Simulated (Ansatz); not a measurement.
## Calculated Zn-67 NMR of the central transition for ZnO at a changed volume

Cell: an entry of the Crystallography Open Database (COD), relaxed with PBE at fixed cell and then changed (volume scaled by 1.04, ions relaxed).

```
CELL_PARAMETERS angstrom
3.29216 0.00000 0.00000
-1.64608 2.85109 0.00000
0.00000 0.00000 5.27228
ATOMIC_POSITIONS crystal
Zn 0.33333 0.66667 0.00048
Zn 0.66667 0.33333 0.50048
O 0.33333 0.66667 0.38162
O 0.66667 0.33333 0.88162
```

Atoms are numbered from 1 in the order listed; like atoms form one site, named after its first atom.

Computed with Ansatz: DFT, PBE, plane waves and PAW, scalar-relativistic, 420 eV cutoff, Γ-centred 11×11×6 k-points, Fermi–Dirac smearing 0.02 eV.

Zn-67 has I = 5/2 and Q = 122.0 mb (Pyykkö 2018); at 18.8 T its Larmor frequency is ν₀ = 50.2 MHz. Only the quadrupole interaction is simulated: positions count from each site's isotropic chemical shift, and J coupling is left out, as are shift anisotropy and dipolar coupling, which fast spinning averages.

Question: Simulate the second-order pattern (fast magic-angle spinning, Gaussian broadening 0.02 kHz) of site Zn (4 O at 2.00–2.01 Å; also 1 O at 3.26 Å).

Answer: The calculation gives C_Q = 1.51 MHz and η = 0.00, so ν_Q = 0.227 MHz and the centre of gravity lies at -5.43 ppm (-0.273 kHz).

| offset (kHz) | height |
| --- | --- |
| -0.7053 | 0 |
| -0.6774 | 4 |
| -0.6496 | 6 |
| -0.6218 | 6 |
| -0.5940 | 6 |
| -0.5661 | 6 |
| -0.5383 | 7 |
| -0.5105 | 7 |
| -0.4826 | 7 |
| -0.4548 | 9 |
| -0.4270 | 79 |
| -0.3992 | 74 |
| -0.3713 | 53 |
| -0.3435 | 47 |
| -0.3157 | 44 |
| -0.2879 | 43 |
| -0.2600 | 43 |
| -0.2322 | 45 |
| -0.2044 | 47 |
| -0.1765 | 53 |
| -0.1487 | 64 |
| -0.1209 | 100 |
| -0.0931 | 85 |
| -0.0652 | 1 |

An axis of threefold or higher order runs through Zn, so V_zz lies along it and η is zero.

With a gap of 0.7 eV on this mesh, small gradients can still move by 0.1 × 10²¹ V/m² or more as the k-mesh gets denser.

The relaxation (2 steps) took 3.7 s of wall time (3.6 s of CPU time) and 0.48 GiB at its peak, on 1 thread of AMD EPYC 9R45 (Zen 5) (x86_64; 16 cores open to the job, memory cap 3.0 GiB, no GPU), a shared host with a load of 0.3 a core.
